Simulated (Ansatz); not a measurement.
Fe:

```
Fe
1.0
    -1.44300    1.44300    1.44300
     1.44300   -1.44300    1.44300
     1.44300    1.44300   -1.44300
Fe
1
Direct
  0.00000 0.00000 0.00000
```

```yaml
Program: Ansatz 0.2.0
Task: relaxation of cell and atoms
Functional: revPBE
Dispersion: D4
Potentials_or_basis: Ansatz PAW
Cutoff: "420 eV (not typed: the program's choice for these potentials)"
k_mesh: 13 × 13 × 13
Occupations: fermi-dirac, width 0.05 eV
Spin: collinear spin, ferromagnetic start
Starting_moments: "[3.0] μB"
```

At the start: volume 12.02 Å³/atom.

How do energy, volume and symmetry change on relaxing?

It ends after 8 steps and the volume is 11.08 Å³/atom (-7.8 %); space group Im-3m (No. 229, to 0.05 Å); moment 2.10 μB per cell.

The path:
| step | energy change (eV) | largest force (eV/Å) | volume (Å³) |
| --- | --- | --- | --- |
| 1 | 0.0000 | 0.0000 | 12.02 |
| 2 | -0.0339 | 0.0000 | 11.47 |
| 3 | -0.0411 | 0.0000 | 10.91 |
| 4 | -0.0427 | 0.0000 | 11.07 |
| 5 | -0.0427 | 0.0000 | 11.08 |
| 6 | -0.0420 | 0.0000 | 11.08 |
| 7 | -0.0420 | 0.0000 | 11.08 |
| 8 | -0.0420 | 0.0000 | 11.08 |

Final structure:
```xyz
1
Lattice="-1.4045 1.4045 1.4045 1.4045 -1.4045 1.4045 1.4045 1.4045 -1.4045" Properties=species:S:1:pos:R:3 pbc="T T T"
Fe    0.0000    0.0000    0.0000
```

Caveat: the plane-wave basis is chosen anew once the cell has moved, so the energies of steps on either side of that aren't comparable; the PAW data sets come from PBE, with cores solved anew for the run's functional, which leaves a small shift of forces and pressure.
